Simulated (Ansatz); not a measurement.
# LiNbO3: the cost of one run

Program: Ansatz 0.2.0. Level of theory: DFT PBE, scalar-relativistic, plane waves, PAW. These are calculated values, not measurements.

## Step 1: The structure to begin with

Symmetry: R-3c, No. 167, trigonal system. Conventional cell: a = 5.138 Å, b = 5.138 Å, c = 13.499 Å, α = 90.00°, β = 90.00°, γ = 120.00°. Li (site symmetry 32) is surrounded by 3 O at 1.92 Å. Around Nb (site symmetry -3) lie 6 O at 1.97 Å. Around O (site symmetry 2) lie 1 Li at 1.92 Å and 2 Nb at 1.97 Å.

Coordinates:

```cif
data_structure
_symmetry_space_group_name_H-M 'R-3c:H'
_symmetry_Int_Tables_number 167
_cell_length_a 5.1378
_cell_length_b 5.1378
_cell_length_c 13.4987
_cell_angle_alpha 90.000
_cell_angle_beta 90.000
_cell_angle_gamma 120.000
_cell_volume 308.59
loop_
_atom_site_label
_atom_site_type_symbol
_atom_site_symmetry_multiplicity
_atom_site_Wyckoff_symbol
_atom_site_fract_x
_atom_site_fract_y
_atom_site_fract_z
_atom_site_occupancy
Li1 Li 6 a 0.00000 0.00000 0.25000 1
Nb1 Nb 6 b 0.00000 0.00000 0.00000 1
O1 O 18 e 0.04102 0.33333 0.08333 1
```

The runs take a perfect supercell of 40 atoms; the defect goes to fractional position (0.250, 0.167, 0.500).

## Step 2: The perfect supercell

Contents of input.yaml:

```yaml
crystal:
  lattice:
    - [-5.1378, -2.96631, 4.499567]
    - [5.1378, -2.96631, 4.499567]
    - [0.0, 5.93262, 4.499567]
  atoms:
    - { symbol: Li, position: [0.25, 0.25, 0.25] }
    - { symbol: Li, position: [0.75, 0.75, 0.25] }
    - { symbol: Li, position: [0.75, 0.25, 0.75] }
    - { symbol: Li, position: [0.25, 0.75, 0.75] }
    - { symbol: Li, position: [0.75, 0.25, 0.25] }
    - { symbol: Li, position: [0.25, 0.75, 0.25] }
    - { symbol: Li, position: [0.25, 0.25, 0.75] }
    - { symbol: Li, position: [0.75, 0.75, 0.75] }
    - { symbol: Nb, position: [0.0, 0.0, 0.0] }
    - { symbol: Nb, position: [0.5, 0.5, 0.0] }
    - { symbol: Nb, position: [0.5, 0.0, 0.5] }
    - { symbol: Nb, position: [0.0, 0.5, 0.5] }
    - { symbol: Nb, position: [0.5, 0.0, 0.0] }
    - { symbol: Nb, position: [0.0, 0.5, 0.0] }
    - { symbol: Nb, position: [0.0, 0.0, 0.5] }
    - { symbol: Nb, position: [0.5, 0.5, 0.5] }
    - { symbol: O, position: [0.562825, 0.437175, 0.25] }
    - { symbol: O, position: [0.062825, 0.937175, 0.25] }
    - { symbol: O, position: [0.062825, 0.437175, 0.75] }
    - { symbol: O, position: [0.562825, 0.937175, 0.75] }
    - { symbol: O, position: [0.75, 0.062825, 0.437175] }
    - { symbol: O, position: [0.25, 0.562825, 0.437175] }
    - { symbol: O, position: [0.25, 0.062825, 0.937175] }
    - { symbol: O, position: [0.75, 0.562825, 0.937175] }
    - { symbol: O, position: [0.937175, 0.25, 0.062825] }
    - { symbol: O, position: [0.437175, 0.75, 0.062825] }
    - { symbol: O, position: [0.437175, 0.25, 0.562825] }
    - { symbol: O, position: [0.937175, 0.75, 0.562825] }
    - { symbol: O, position: [0.25, 0.437175, 0.062825] }
    - { symbol: O, position: [0.75, 0.937175, 0.062825] }
    - { symbol: O, position: [0.75, 0.437175, 0.562825] }
    - { symbol: O, position: [0.25, 0.937175, 0.562825] }
    - { symbol: O, position: [0.437175, 0.062825, 0.25] }
    - { symbol: O, position: [0.937175, 0.562825, 0.25] }
    - { symbol: O, position: [0.937175, 0.062825, 0.75] }
    - { symbol: O, position: [0.437175, 0.562825, 0.75] }
    - { symbol: O, position: [0.062825, 0.25, 0.437175] }
    - { symbol: O, position: [0.562825, 0.75, 0.437175] }
    - { symbol: O, position: [0.562825, 0.25, 0.937175] }
    - { symbol: O, position: [0.062825, 0.75, 0.937175] }
basis:
  ecutwfc: 420
  fft_grid_basis: typed
kpoints:
  mp_grid: { grid: [3, 3, 3] }
hamiltonian:
  xc: pbe
  pseudopotentials: { kind: paw }
scf:
  occupations: { method: gaussian, width: 0.05 }
output:
  forces: true
  stress: false
  eigenvalues: true
  bader: false
  write_density: true
  volumetric_format: npy
```

Started as:

```console
$ ansatz run input.yaml --threads 4 --pin off --max-ram 10240MiB --backend cpu --events-out ev --progress --plain --runs-dir out
```

Q: Estimate wall time and peak memory on 4 threads of Intel Xeon Platinum 8259CL at 2.50GHz (Skylake/Cascade Lake), shared host.

About 7.5 s, with a peak of 1.9 GiB.
